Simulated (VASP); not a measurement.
Runs of VASP 6.6.1 on Fe. The structure is cubic, space group Im-3m (No. 229). Conventional cell: a = 2.886 Å, b = 2.886 Å, c = 2.886 Å, α = 90.00°, β = 90.00°, γ = 90.00°. Fe (site symmetry m-3m) has 8 Fe at 2.50 Å as nearest neighbours. 

```csv
task,level,potentials or basis,cell,cutoff (eV),smearing,gap on the mesh (eV),pressure (GPa),moment (μB)
relaxation of cell and atoms,LDA,"VASP PAW LDA potentials, release 64 (Fe)",relaxed,600,fermi-dirac 0.05 eV,none,0.0,(b)
single point,PBE,"VASP PAW PBE potentials, release 64 (Fe)",as given,520,gaussian 0.011 eV,none,-9.1,2.28
band structure,PBE,"VASP PAW PBE potentials, release 64 (Fe)",as given,520,fermi-dirac 0.05 eV,-,-,2.28
band structure,LDA,"VASP PAW LDA potentials, release 64 (Fe)",as given,520,fermi-dirac 0.05 eV,-,-26.9,(a)
band structure,PBEsol,"VASP PAW PBE potentials, release 64 (Fe)",as given,520,fermi-dirac 0.05 eV,-,-,2.29
```

Alike in all rows: spin collinear, ferromagnetic start; k mesh 13 × 13 × 13.

Problem. Fill in the values left out.

Solution. (a) 2.16; (b) 1.98.

Caveats: so large a pressure means that the cell lies far from this level's equilibrium, or that cutoff or potentials fall short (some runs); the PAW data sets were made with another functional, which shifts forces and pressure a little (some runs).

A gap of «none» marks a metal or a gap under the smearing width.
